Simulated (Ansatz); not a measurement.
HgTe:

```
Hg Te
1.0
     2.99252   -3.46693    0.00000
     2.99252    3.46693    0.00000
     0.00000    0.00000    5.79816
Hg Te
2 2
Direct
  0.65695 0.34305 0.25000
  0.34305 0.65695 0.75000
  0.21519 0.78481 0.25000
  0.78481 0.21519 0.75000
```

Measurements of this composition are mostly on another form, of space group No. 216.

| Quantity | Value |
| --- | --- |
| Program | Ansatz 0.2.0 |
| Task | relaxation of cell and atoms |
| Functional | PBEsol |
| Dispersion | D3(BJ)-ATM |
| Potentials or basis | Ansatz PAW |
| Cutoff | 420 eV (not typed: the program's choice for these potentials) |
| k mesh | 6 × 6 × 5 |
| Occupations | fermi-dirac, width 0.05 eV |
| Spin | no spin polarisation |

At the start: volume 30.08 Å³/atom.

**Question.** How do energy, volume and symmetry change on relaxing?

**Answer.** It ends after 12 steps and the volume is 26.02 Å³/atom (-13.5 %); space group I4/mmm (No. 139, to 0.05 Å).

Step by step:
| step | energy change (eV) | largest force (eV/Å) | volume (Å³) |
| --- | --- | --- | --- |
| 1 | 0.0000 | 0.2086 | 120.31 |
| 2 | -0.2400 | 0.1970 | 105.15 |
| 3 | -0.2685 | 0.0338 | 105.70 |
| 4 | -0.2753 | 0.0257 | 104.59 |
| 5 | -0.2851 | 0.0490 | 104.11 |
| 6 | -0.3351 | 0.1186 | 103.70 |
| 7 | -0.3911 | 0.1853 | 104.82 |
| 8 | -0.4337 | 0.1552 | 104.10 |
| 9 | -0.4617 | 0.0433 | 104.09 |
| 10 | -0.4651 | 0.0088 | 104.08 |
| 11 | -0.4652 | 0.0050 | 104.10 |
| 12 | -0.4630 | 0.0050 | 104.10 |

Final structure:
```yaml
crystal:
  lattice:
    - [2.94305, -2.94353, 0.00000]
    - [2.94305, 2.94353, 0.00000]
    - [0.00000, 0.00000, 6.00829]
  atoms:
    - { symbol: Hg, position: [0.75001, 0.24999, 0.25000] }
    - { symbol: Hg, position: [0.24999, 0.75001, 0.75000] }
    - { symbol: Te, position: [0.25015, 0.74985, 0.25000] }
    - { symbol: Te, position: [0.74985, 0.25015, 0.75000] }
```

Caveat: the plane-wave basis is chosen anew once the cell has moved, so the energies of steps on either side of that aren't comparable; the PAW data sets come from PBE, with cores solved anew for the run's functional, which leaves a small shift of forces and pressure.
